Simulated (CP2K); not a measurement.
Runs of CP2K 2026.2 on SiO2. Symmetry: Imma, No. 74, orthorhombic system. The conventional cell has a = 5.247 Å, b = 9.554 Å, c = 8.883 Å, α = 90.00°, β = 90.00°, γ = 90.00°. Si (site symmetry m) is surrounded by 4 O at 1.60 to 1.61 Å. Around O (site symmetry 2/m) lie 2 Si at 1.60 Å. Around O (site symmetry 2) lie 2 Si at 1.61 Å. O (site symmetry mm2) has 2 Si at 1.61 Å as nearest neighbours. The cell comes from a database or a generator and needn't be the stable form of this composition.

| level | cutoff radius of the dispersion sum (A) | D3 from the s-dftd3 library (D3_REFERENCE_CODE) | cutoff of the non-local correlation (Ry) | gap on the mesh (eV) | pressure (GPa) | largest force (eV/Å) |
| --- | --- | --- | --- | --- | --- | --- |
| r2SCAN+D4 | 20 | - | - | 7.35 | -0.4 | 0.10 |
| r2SCAN+D3(BJ) | 20 | yes | - | 7.35 | -0.6 | 0.11 |
| r2SCAN+D3(BJ)+ATM | 20 | yes | - | 7.35 | (b) | 0.11 |
| r2SCAN+rVV10 | - | - | 300 | 7.29 | -0.4 | 0.11 |
| r2SCAN | - | - | - | 7.35 | (a) | 0.11 |

Alike in all rows: task single point; potentials or basis POTENTIAL_UZH Si GTH-SCAN-q4, O GTH-SCAN-q6; DZVP-MOLOPT-SCAN-GTH basis; no spin polarisation; cell as given; k mesh 5 × 5 × 5; smearing fermi-dirac 0.05 eV.

**Question.** Fill in the values left out.

**Answer.** (a) -0.2; (b) -0.5.

Caveats: an odd mesh through Γ misses points on the zone boundary, where band edges often lie; the basis of atomic orbitals isn't converged, which shifts pressures, moduli and gaps.
